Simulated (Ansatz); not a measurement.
Crystal: Ti2O.

```xyz
3
Lattice="2.9194 0.0000 0.0000 -1.4597 2.5283 0.0000 0.0000 0.0000 4.7130" Properties=species:S:1:pos:R:3 pbc="T T T"
Ti    0.0000    1.6855    3.3993
Ti    1.4597    0.8428    1.3137
O     0.0000    0.0000    0.0000
```

| Property | Result |
| --- | --- |
| Program | Ansatz 0.2.0 |
| Task | relaxation of cell and atoms |
| Functional | PBEsol |
| Potentials or basis | Ansatz PAW |
| Cutoff | 420 eV (not typed: the program's choice for these potentials) |
| k mesh | 10 × 10 × 6 |
| Occupations | fermi-dirac, width 0.05 eV |
| Spin | no spin polarisation |

At the start: volume 11.60 Å³/atom.

Question: Where does the relaxation end?

Answer: It ends after 8 steps and the volume is 11.89 Å³/atom (+2.5 %); space group P-3m1 (No. 164, to 0.05 Å).

The path:
```
step  energy change (eV)  largest force (eV/Å)  volume (Å³)
   1              0.0000                1.3294        34.79
   2             -0.0679                0.0809        36.49
   3             -0.0977                0.0048        35.72
   4             -0.0986                0.0169        35.65
   5             -0.0986                0.0020        35.65
   6             -0.1008                0.0017        35.65
   7             -0.1008                0.0000        35.67
   8             -0.1009                0.0000        35.67
```

Final structure:
```
Ti O
1.0
     2.95305    0.00000    0.00000
    -1.47653    2.55742    0.00000
     0.00000    0.00000    4.72301
Ti O
2 1
Direct
  0.33333 0.66667 0.73746
  0.66667 0.33333 0.26254
  0.00000 0.00000 0.00000
```

Caveat: the plane-wave basis is chosen anew once the cell has moved, so the energies of steps on either side of that aren't comparable; the pressure holds a Pulay correction of +0.4 GPa for the finite cutoff; the PAW data sets come from PBE, with cores solved anew for the run's functional, which leaves a small shift of forces and pressure.
